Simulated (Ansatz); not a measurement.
SnO: generalised stacking fault

Level of theory: DFT PBEsol, scalar-relativistic, plane waves, PAW in Ansatz. Settings: plane waves to 420 eV, k-mesh 8×5×3 (Γ-centred), Gaussian smearing 0.05 eV. No spin polarisation. Energies are free energies at this smearing, counted from the undisturbed cell; pressure is positive in compression.

The starting cell (relaxed at this level; this form isn't the usual structure):

```
Sn O
1.0
    -3.31561    0.00000    0.00000
     0.00000   -5.70500    0.00000
     0.00000    0.00000   11.68249
Sn O
6 6
Cartesian
  0.0000 -4.3712 10.3237
  0.0000 -4.3712 2.5354
  0.0000 -4.3712 6.4296
  -1.6578 -1.3338 8.3766
  -1.6578 -1.3338 0.5883
  -1.6578 -1.3338 4.4825
  0.0000 -0.6540 11.0934
  0.0000 -0.6540 3.3051
  0.0000 -0.6540 7.1992
  -1.6578 -5.0510 9.1463
  -1.6578 -5.0510 1.3580
  -1.6578 -5.0510 5.2522
```

The cell holds layers and no dispersion correction was added, so their binding is poorly described.

The cut lies on the cell's a–b face, a (0 0 1) plane (indices in the standard cell, whose axes needn't be the Cartesian ones shown) of area 18.92 Å², between layers 1.18 Å apart. Vector c is tilted by f times 1·a − 1·b (length 6.599 Å) with the atoms' Cartesian places fixed: one unrelaxed fault a cell.

```tsv
f	γ (mJ/m²)	shear traction, the slope of γ along the slip (GPa)	gap on the mesh (eV)
0.0000	0	0.0	1.34
0.0833	866	33.6	1.34
0.1667	?	47.9	?
0.2500	5006	10.4	0.61
0.3333	5650	24.2	0.36
0.4167	7701	39.8	0.12
0.5000	8715	-9.2	0.00
0.5833	?	-43.3	0.00
0.6667	4820	-33.4	0.00
0.8333	1850	?	?
```

Where the gap reads zero the k-mesh, chosen for the insulator, is on the coarse side.

Task: Give the withheld values.

Result: γ (mJ/m²) at f = 0.1667: 3382; gap on the mesh (eV) at f = 0.1667: 0.70; γ (mJ/m²) at f = 0.5833: 7021; shear traction, the slope of γ along the slip (GPa) at f = 0.8333: -26.8; gap on the mesh (eV) at f = 0.8333: 0.05.

Cost: 10 runs of about 25 core-minutes in all, on Intel Xeon Processor @ 2.50GHz (Skylake/Cascade Lake) (shared hosts).